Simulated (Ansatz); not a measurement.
# PbO2: changing the pressure

The cell as given:

```xyz
6
Lattice="4.9950 0.0000 0.0000 0.0000 4.9950 0.0000 0.0000 0.0000 3.4090" Properties=species:S:1:pos:R:3 pbc="T T T"
Pb    2.4975    2.4975    1.7045
Pb    0.0000    0.0000    0.0000
O     3.4594    3.4594    0.0000
O     4.0331    0.9619    1.7045
O     0.9619    4.0331    1.7045
O     1.5356    1.5356    0.0000
```

The cell is a database's computed one, not the measured one.

Kept alike: task relaxation of cell and atoms; functional PBEsol; k mesh 6 × 6 × 8; occupations fermi-dirac, width 0.05 eV; no spin polarisation. Program: Ansatz, Ansatz PAW, cutoff 420 eV. The mesh is that of the run's cell of 6 atoms. No spin-orbit coupling.

| pressure, P (GPa) | volume (Å³/atom) | first edge of the run's cell (Å) | third edge of the run's cell (Å) |
| --- | --- | --- | --- |
| 0 | 14.201 | 4.998 | 3.411 |
| 2 | 13.987 | 4.963 | 3.407 |
| 5 | 13.697 | 4.915 | 3.402 |
| 10 | 13.286 | 4.844 | 3.397 |
| 20 | 12.642 | 4.731 | 3.389 |
| 30 | 12.136 | 4.638 | 3.386 |

The relaxations keep at least the cell's symmetry (P4_2/mnm). The runs follow the start's structure, whether or not it is the stable one at these pressures. Ansatz's relaxations hold a Pulay term in the stress (up to 0.7 GPa here). All rows use potentials made for PBE.

The volume falls from 14.201 to 12.136 Å³/atom between 0 and 30 GPa. The volume falls ever more slowly, since the solid stiffens under load. At the pressures aimed at, which the runs meet within some tenths of a GPa, the step from 0 to 5 GPa gives a mean bulk modulus near 138 GPa, the last step 245 GPa. The first edge of the run's cell falls from 4.998 to 4.638 Å between 0 and 30 GPa. The third edge of the run's cell falls from 3.411 to 3.386 Å between 0 and 30 GPa.
